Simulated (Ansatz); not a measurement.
# BN: the cost of one run

Method: DFT PBE, scalar-relativistic, plane waves, PAW, in Ansatz 0.2.0.

4 further runs of the same task are left out: 4 set aside as unsound or not needed.

## Step 1: The structure to begin with

The structure is cubic, space group F-43m (No. 216). The conventional cell has a = 3.625 Å, b = 3.625 Å, c = 3.625 Å, α = 90.00°, β = 90.00°, γ = 90.00°. Around B (site symmetry -43m) lie 4 N at 1.57 Å. N (site symmetry -43m) is surrounded by 4 B at 1.57 Å.

Coordinates:

```
CELL_PARAMETERS angstrom
0.00000 1.81234 1.81234
1.81234 0.00000 1.81234
1.81234 1.81234 0.00000
ATOMIC_POSITIONS crystal
B 0.00000 0.00000 0.00000
N 0.75000 0.75000 0.75000
```

It goes back to an entry of the Materials Project.

This cell was relaxed beforehand with the same method: volume 5.95 Å³/atom, gap on the mesh 4.46 eV.

## Step 2: Phonons at Γ, at rest

Input file input.yaml:

```yaml
crystal:
  lattice:
    - [0.0, 1.8123386232, 1.8123386232]
    - [1.8123386232, 0.0, 1.8123386232]
    - [1.8123386232, 1.8123386232, 0.0]
  atoms:
    - { symbol: B, position: [0.0, 0.0, 0.0] }
    - { symbol: "N", position: [0.75, 0.75, 0.75] }
basis:
  ecutwfc: 420
kpoints:
  mp_grid: { grid: [12, 12, 12] }
hamiltonian:
  xc: pbe
scf:
  occupations: { method: fixed }
output:
  eigenvalues: true
phonons:
  method: dfpt
  dielectric: true
  rigid_motions: translations
  eigenvectors: true
```

The run is started by

```console
$ ansatz run input.yaml --threads 1 --pin off --max-ram 3072MiB --backend cpu --events-out ev --progress --plain --runs-dir out
```

What time and memory should one allow on 1 thread of Intel Xeon Platinum 8259CL at 2.50GHz (Skylake/Cascade Lake), shared host?

About 13 s, with a peak of 0.45 GiB.
